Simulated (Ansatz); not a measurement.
CoSb3 in space group Im-3 (No. 204; Co on 8c, Sb on 24g) at seven volumes, DFT-PBEsol in the program Ansatz with PAW potentials, shape and atoms relaxed at each. One row is withheld.

```tsv
V (Å³/atom)	P (GPa)
20.627	11.44
21.307	6.95
21.987	3.17
22.667	0.00
23.347	?
24.027	-4.91
24.707	-6.78
```

Fit the shown pressures and predict the withheld one.

Third-order Birch–Murnaghan: P = (3/2)B₀(x^(7/2) − x^(5/2))[1 + (3/4)(B′ − 4)(x − 1)] with x = (V₀/V)^(2/3). Least squares on the six rows gives V₀ = 22.667 Å³/atom, B₀ = 96.74 GPa, B′ = 4.79. At V = 23.347, x = 0.9805 and P = -2.66 GPa. The run itself gave -2.67 GPa.

Symmetry was held in the PBEsol relaxation. The workflow began spin-polarised and lost its moments. Scalar-relativistic: spin–orbit coupling is off unless named, which matters more the heavier the elements.

Potentials: the later of the program's two PAW sets.
